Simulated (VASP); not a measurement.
Runs of VASP 6.6.1 on Pd. Symmetry: P6_3/mmc, No. 194, hexagonal system. The conventional cell has a = 2.750 Å, b = 2.750 Å, c = 4.490 Å, α = 90.00°, β = 90.00°, γ = 120.00°. Pd (site symmetry -6m2) is surrounded by 12 Pd at 2.75 Å. This isn't the form of Pd at room conditions, which is fcc.

```csv
level,potentials or basis,k mesh,mesh quality,gap on the mesh (eV),pressure (GPa),relaxed volume (Å³/atom)
PBEsol,"VASP PAW PBE potentials, release 64 (Pd)",6 × 6 × 4,coarse,none,0.0,14.55
PBEsol,"VASP PAW PBE potentials, release 64 (Pd)",18 × 18 × 10,not flagged,none,0.0,(b)
LDA,"VASP PAW LDA potentials, release 64 (Pd)",18 × 18 × 10,not flagged,none,0.0,14.23
PBE,"VASP PAW PBE potentials, release 64 (Pd)",18 × 18 × 10,not flagged,none,0.0,15.37
RPBE,"VASP PAW PBE potentials, release 64 (Pd)",18 × 18 × 10,not flagged,none,0.0,(a)
```

Alike in all rows: task relaxation of cell and atoms; no spin polarisation; cell relaxed; cutoff (eV) 600; smearing gaussian 0.1 eV.

Question: Fill in the values left out.

Answer: (a) 15.81; (b) 14.59.

Caveats: some runs use coarse meshes; the PAW data sets were made with another functional, which shifts forces and pressure a little (some runs).

A k mesh can miss the band edges, and the runs leave out spin-orbit coupling on Pd.

A gap of «none» marks a metal or a gap under the smearing width.
